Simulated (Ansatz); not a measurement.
**BAs: energy along a strain**

BAs, F-43m, a = 4.784 Å. Ansatz: r2SCAN, PAW, 500 eV, Γ-centred 10×10×10 mesh on 2 atoms, Gaussian smearing 0.05 eV; no spin polarisation. Cell vectors (Å): 0.000 2.392 2.392; 2.392 0.000 2.392; 2.392 2.392 0.000. The cell is strained by x per cent times the pattern (0 1 0 0 0 0) in the order xx yy zz yz xz xy (engineering shears), with fractional coordinates held. y is the free energy over the start, V0 = 13.685 Å³/atom.

```
x (%) y (meV/atom)
-4.00         20.43
-3.00         11.40
-2.00          5.03
-1.00          1.25
 0.00          0.00
 1.00          1.22
 2.00          4.86
 3.00         10.85
 3.50         14.70
 4.00             ?
```

Question: Fit y = c2 x² + c3 x³ to the other rows, get the stiffness along the pattern, and predict the missing energy.

Answer: Least squares on the rows shown. y = 1.2360 x² − 0.010239 x³. The clamped-ion stiffness p·C·p = 2 × 12.36 eV × 160.2 / 13.685 Å³ = 289 GPa, which is C22 in these axes (C11 of the cubic crystal). At x = 4.00 the fit asked for gives 19.12 meV/atom. The run gave 19.12 meV/atom, the same to the digits shown.

The energy well is nearly harmonic but slightly lopsided: at every matched pair of strains, compression costs more than extension. This is the usual anharmonicity of a covalent bond, in which repulsion rises steeply on shortening while the attraction weakens on stretching. The high stiffness fits a network of short, directional sp³ bonds with little ionic character, since uniaxial strain both changes bond lengths and bends the tetrahedral angles.

Although the ions were clamped, 289 GPa should also stand for the relaxed-ion C11. A strain along a cube axis leaves twofold axes that forbid any relative shift of the B and As sublattices, unlike a shear. The cubic coefficient is not itself the third-order elastic constant, because converting to Lagrangian strain adds a positive term from C11 that partly masks the intrinsic softening under tension. The agreement at 4.00 supports the cubic form only just beyond the fitted range, and this single pattern cannot separate C12 or give C44, so neither the bulk modulus nor the elastic anisotropy follows.
